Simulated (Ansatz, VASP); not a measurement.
## BN in VASP and in Ansatz

Contents of INCAR:

```
SYSTEM = BN
PREC = Accurate
ENCUT = 520
EDIFF = 1E-6
ISMEAR = -1
SIGMA = 0.05
LREAL = .FALSE.
LASPH = .TRUE.
NELM = 80
ALGO = Normal
ISIF = 2
LWAVE = .FALSE.
LCHARG = .FALSE.
GGA = PE
NBANDS = 11
```

KPOINTS

```
regular mesh
0
G
  13 13 13
  0 0 0
```

Contents of POSCAR:

```
BN
1.0
    0.0000000000      3.5413121025      2.1945957093
    1.2681028322      0.0000000000      2.1945957093
    1.2681028322      3.5413121025      0.0000000000
N B
1 1
Direct
    0.6666513400      0.6666513400      0.3333486600
    0.0000486500      0.0000486500      0.9999513500
```

The input input.yaml:

```yaml
crystal:
  lattice:
    - [0.0, 3.5413121025, 2.1945957093]
    - [1.2681028322, 0.0, 2.1945957093]
    - [1.2681028322, 3.5413121025, 0.0]
  atoms:
    - { symbol: "N", position: [0.66665134, 0.66665134, 0.33334866] }
    - { symbol: B, position: [4.865e-05, 4.865e-05, 0.99995135] }
kpoints:
  mp_grid: { grid: [13, 13, 13] }
scf:
  occupations: { method: fermi_dirac, width: 0.05 }
hamiltonian:
  xc: pbe
  pseudopotentials: { kind: all_electron, lapw: { basis_error: 0.0005 } }
output:
  forces: true
  stress: true
  eigenvalues: true
```

Change from the starting cell: volume scaled by 1.04.

Alike in both runs: task single point; functional PBE; k mesh 13 × 13 × 13; occupations fermi-dirac, width 0.05 eV; no spin polarisation.

|  | VASP | Ansatz |
| --- | --- | --- |
| version | VASP 6.6.1 | Ansatz 0.2.0 |
| potentials or method | VASP PAW PBE potentials, release 64 (N, B) | all-electron LAPW, scalar-relativistic |
| plane-wave cutoff (eV) | 520 | see its input |

|  | VASP | Ansatz | Ansatz less VASP |
| --- | --- | --- | --- |
| gap on the k mesh at the Fermi level (eV) | 3.87 | 3.87 | +0.001 |
| least direct gap on the mesh (eV) | 4.56 | 4.55 | -0.001 |
| pressure (GPa) | -5.3 | -5.4 | -0.10 |
| largest component of the traceless stress (GPa) | 6.67 | 6.89 | +0.225 |
| rms of the force components (eV/Å) | 0.005 | 0.005 | -0.0001 |

Atom by atom the forces differ by 0.000 eV/Å (rms over components). Ansatz ran all-electron here, so the differences hold the error of VASP's frozen core and of both bases.

Caveats: an odd mesh through Γ misses points on the zone boundary, where band edges often lie.
